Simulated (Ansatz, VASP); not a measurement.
This is a calculation of MgB2 for Ansatz 0.2.0.

Contents of input.yaml:

```yaml
crystal:
  lattice:
    - [3.085, 0.0, 0.0]
    - [-1.5425, 2.6716883707, 0.0]
    - [0.0, 0.0, 3.523]
  atoms:
    - { symbol: Mg, position: [0.0, 0.0, 0.0] }
    - { symbol: B, position: [0.6666666667, 0.3333333333, 0.5] }
    - { symbol: B, position: [0.3333333333, 0.6666666667, 0.5] }
hamiltonian:
  xc: pbe
  pseudopotentials: { kind: paw }
kpoints:
  mp_grid: { grid: [10, 10, 8] }
scf:
  occupations: { method: gaussian, width: 0.013 }
output:
  forces: true
  stress: true
  eigenvalues: true
```

Potentials or basis: Ansatz PAW.

The run is started by

```bash
$ ansatz run input.yaml --threads 2 --pin off --max-ram 5632MiB --backend cpu --events-out ev --progress --plain --runs-dir out
```

Task: Translate it to VASP 6.6.1. Potentials there: VASP PAW PBE potentials, release 64 (Mg, B).

Result: As run (the cutoff follows the program's own potentials):

File INCAR:

```
SYSTEM = MgB2
  PREC = Accurate
  ENCUT = 520
  EDIFF = 1E-6
  ISMEAR = 0
  SIGMA = 0.013000000000000001
  LREAL = .FALSE.
  LASPH = .TRUE.
  NELM = 80
  ALGO = Normal
  ISIF = 2
  LWAVE = .FALSE.
  LCHARG = .TRUE.
  GGA = PE
  LELF = .TRUE.
  LVHAR = .TRUE.
  NBANDS = 11
```

The input KPOINTS:

```
Automatic mesh
0
G
  10 10 8
  0 0 0
```

POSCAR

```
MgB2
1.0
    3.0850000000      0.0000000000      0.0000000000
   -1.5425000000      2.6716883707      0.0000000000
    0.0000000000      0.0000000000      3.5230000000
Mg B
1 2
Direct
    0.0000000000      0.0000000000      0.0000000000
    0.6666666667      0.3333333333      0.5000000000
    0.3333333333      0.6666666667      0.5000000000
```

Potentials or basis: VASP PAW PBE potentials, release 64 (Mg, B).

Launch:

```sh
$ cat potpaw_PBE.64/Mg/POTCAR potpaw_PBE.64/B/POTCAR > POTCAR
$ mpirun -np 1 vasp_std > vasp.out
```

Both were run:

|  | VASP | Ansatz | Ansatz less VASP |
| --- | --- | --- | --- |
| gap on the k mesh at the Fermi level (eV) | none | none | - |
| pressure (GPa) | -1.1 | -0.9 | +0.26 |
| largest component of the traceless stress (GPa) | 0.78 | 0.66 | -0.122 |

A gap of «none» marks a metal or a gap that the smearing closes. The two sets of potentials don't hold the same shells in valence.
